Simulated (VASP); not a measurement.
Sb, 1 atom in the cell. The typed cell holds 1 atom: a = 3.149 Å, b = 3.175 Å, c = 3.158 Å, α = 89.40°, β = 90.99°, γ = 91.22°. This isn't the form of Sb at room conditions, which is rhombohedral. The cell isn't the ideal one: cell strained at random at fixed volume.

* Program: VASP 6.6.1
* Task: electric field gradients
* Functional: PBE
* Potentials or basis: VASP PAW PBE potentials, release 64 (Sb)
* Cutoff: 520 eV
* k mesh: 8 × 8 × 8
* Occupations: gaussian, width 0.05 eV
* Spin: no spin polarisation
* Further INCAR settings: ALGO = Normal; EDIFF = 1e-08

Potentials or basis: VASP PAW PBE potentials, release 64 (Sb).

The run is started by

```sh
$ cat potpaw_PBE.64/Sb/POTCAR > POTCAR
$ mpirun -np 1 vasp_std > vasp.out
```

Hardware: 1 thread of Intel(R) Xeon(R) Platinum 8488C (Sapphire Rapids) (shared host).

Q: Estimate the wall time of this run.

A: It took 17 s on 1 thread of Intel(R) Xeon(R) Platinum 8488C (Sapphire Rapids) (shared host), peak memory 0.17 GiB. Counts: scf iterations 14, k points 260.
